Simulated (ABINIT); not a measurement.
Runs of ABINIT 10.8.3 (patched build) on HgSe. The structure is cubic, space group F-43m (No. 216). The conventional cell has a = 6.078 Å, b = 6.078 Å, c = 6.078 Å, α = 90.00°, β = 90.00°, γ = 90.00°. Around Hg (site symmetry -43m) lie 4 Se at 2.63 Å. Around Se (site symmetry -43m) lie 4 Hg at 2.63 Å. 

```csv
level,potentials or basis,k mesh,cutoff (eV),share of exact exchange,most SCF steps,mesh quality,gap on the mesh (eV),pressure (GPa)
PBE0,SG15 NC PBE v1.2,3 × 3 × 3,707,0.05,60,coarse,none,(a)
PBE0,SG15 NC PBE v1.2,3 × 3 × 3,707,0.5,60,coarse,2.12,1.5
PBE,PseudoDojo NC SR PBE v0.4.1 standard,6 × 6 × 6,1088,-,-,not flagged,none,4.6
PBE0,SG15 NC PBE v1.2,3 × 3 × 3,707,0.15,60,coarse,0.45,4.6
```

Alike in all rows: task single point; no spin polarisation; cell as given; smearing fermi-dirac 0.05 eV.

Question: Estimate the missing entries.

Answer: (a) 5.5.

Caveats: some runs use coarse meshes; exact exchange is summed on a coarse mesh, which widens gaps by tenths of an eV (some runs); the potentials were made for another functional, which shifts forces and pressure (some runs); spin-orbit coupling is left out, which moves the levels of the heavy elements (some runs).

A k mesh can miss the band edges, and the runs leave out spin-orbit coupling on Hg, Se.

A gap of «none» marks a metal or a gap under the smearing width.

The runs don't all hold the same shells in valence.
